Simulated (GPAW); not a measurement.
Wanted: an ASE script for a GPAW 26.7.0 run.

* Task: band structure
* Functional: PBEsol
* Potentials or basis: PAW data sets generated in the run's folder for this functional
* Cutoff: 600 eV
* Basis: pw
* k mesh: 7 × 7 × 7
* Occupations: fermi-dirac, width 0.05 eV
* Spin: collinear spin, ferromagnetic start
* Starting moments: [0.0, 3.0, 3.0, 3.0] μB
* Maxiter: 150
* Band path: GXMGRX,MR
* Band points: 60

Fe3Ge:

```
Ge Fe
1.0
     3.66050    0.00000    0.00000
     0.00000    3.66050    0.00000
     0.00000    0.00000    3.66050
Ge Fe
1 3
Direct
  0.00000 0.00000 0.00000
  0.50000 0.00000 0.50000
  0.50000 0.50000 0.00000
  0.00000 0.50000 0.50000
```

The cell comes from a database or a generator and needn't be the stable form of this composition.

The input as run:

run.py

```python
from ase import Atoms
from ase.dft.bandgap import bandgap
from ase.io import write
from ase.units import GPa
from gpaw import GPAW, PW, setup_paths

setup_paths.insert(0, '.')

atoms = Atoms(['Ge', 'Fe', 'Fe', 'Fe'],
              cell=[[3.66050052, 0.0, 0.0],
                    [0.0, 3.66050052, 0.0],
                    [0.0, 0.0, 3.66050052]],
              scaled_positions=[[0.0, 0.0, 0.0],
                                [0.5, 0.0, 0.5],
                                [0.5, 0.5, 0.0],
                                [0.0, 0.5, 0.5]],
              pbc=True)
atoms.set_initial_magnetic_moments([0.0, 3.0, 3.0, 3.0])

calc = GPAW(mode=PW(600),
            xc='PBEsol',
            kpts={'size': (7, 7, 7), 'gamma': True},
            occupations={'name': 'fermi-dirac', 'width': 0.05},
            nbands=30,
            convergence={'density': 1e-05, 'energy': 1e-05},
            maxiter=150,
            txt='gpaw.txt')
atoms.calc = calc
energy = atoms.get_potential_energy()
forces = atoms.get_forces()
stress = atoms.get_stress()
calc.write('gs.gpw')
write('result.traj', atoms)
print(f'Energy: {energy:.6f} eV')
print('Forces (eV/A):')
print(forces.round(4))
print('Stress (GPa):', (stress / GPa).round(3))
print('Moments:', calc.get_magnetic_moments().round(3))
print('Fermi level:', round(calc.get_fermi_level(), 4), 'eV')
print(f'Gap: {bandgap(calc)[0]:.4f} eV, direct: {bandgap(calc, direct=True)[0]:.4f} eV')

path = atoms.cell.bandpath('GXMGRX,MR', npoints=60, eps=1e-4)
bs_calc = calc.fixed_density(kpts=path, symmetry='off', nbands=44,
                             convergence={'bands': 'CBM+6.0', 'eigenstates': 1e-6}, txt='bands.txt')
bs = bs_calc.band_structure()
bs.write('bs.json')
print(f'Gap on the path: {bandgap(bs_calc)[0]:.4f} eV')
```

Potentials or basis: PAW data sets generated in the run's folder for this functional, pw.

The run is started by

```console
$ gpaw-setup -f PBEsol Fe Ge
$ OMP_NUM_THREADS=1 python run.py
```

Results of the run:

```yaml
Pressure: -9.9 GPa
Band_gap_along_the_path: none (metal or under the smearing width)
Net_moment: 6.40 μB per cell
Site_moments: Ge -0.08; Fe +2.16 μB
```

Run time: 110 s on 1 thread of Intel(R) Xeon(R) Platinum 8375C CPU @ 2.90GHz (Ice Lake) (shared host), peak memory 0.38 GiB.
